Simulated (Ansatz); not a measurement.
Crystal: CuO (Tenorite).

```xyz
4
Lattice="2.3447 -1.7134 0.0000 2.3447 1.7134 0.0000 -0.8606 0.0000 5.0594" Properties=species:S:1:pos:R:3 pbc="T T T"
Cu    0.7420   -0.8457    2.5297
Cu    1.1723    0.8457    0.0000
O     1.6421    0.2841    3.8133
O     2.0724   -0.2841    1.2836
```

| Item | Value |
| --- | --- |
| Program | Ansatz 0.2.0 |
| Task | single point |
| Functional | PBE |
| Potentials or basis | all-electron LAPW, scalar-relativistic |
| Cutoff | 461 eV (chosen from the basis error) |
| Basis error allowed | 0.001 eV/atom |
| k mesh | 10 × 10 × 5 |
| Occupations | fermi-dirac, width 0.05 eV |
| Spin | no spin polarisation |

On this cell: pressure 5.7 GPa; largest force 0.760 eV/Å; band gap on the k mesh none (metal or under the smearing width).

The same run follows on a disturbed copy (atoms moved at random, drawn with an rms of 0.05 Å):

```xyz
4
Lattice="2.3447 -1.7134 0.0000 2.3447 1.7134 0.0000 -0.8606 0.0000 5.0594" Properties=species:S:1:pos:R:3 pbc="T T T"
Cu    0.7361   -0.8836    2.5056
Cu    1.2041    0.8387   -0.0138
O     1.6374    0.3040    3.8502
O     2.1001   -0.2780    1.3060
```

Question: What changes?

Answer: The energy (extrapolated to zero smearing) moves by +19.5 meV/atom; pressure 6.5 GPa; largest force 1.579 eV/Å; band gap on the k mesh none (metal or under the smearing width).

Forces on the atoms (eV/Å):
```
Cu  -0.212  0.227  0.879
Cu  -1.121  0.521  0.812
O    0.908 -0.749 -1.053
O    0.426  0.001 -0.638
```

Stress tensor (GPa, compression positive):
```
 6.99 -0.01 -2.80
-0.01  6.79  0.73
-2.80  0.73  5.75
```

Caveats: the run has no spin polarisation, though such a crystal can be magnetic; semilocal functionals often make such compounds metallic where correlation or magnetic order opens a gap, which also shifts bond lengths.
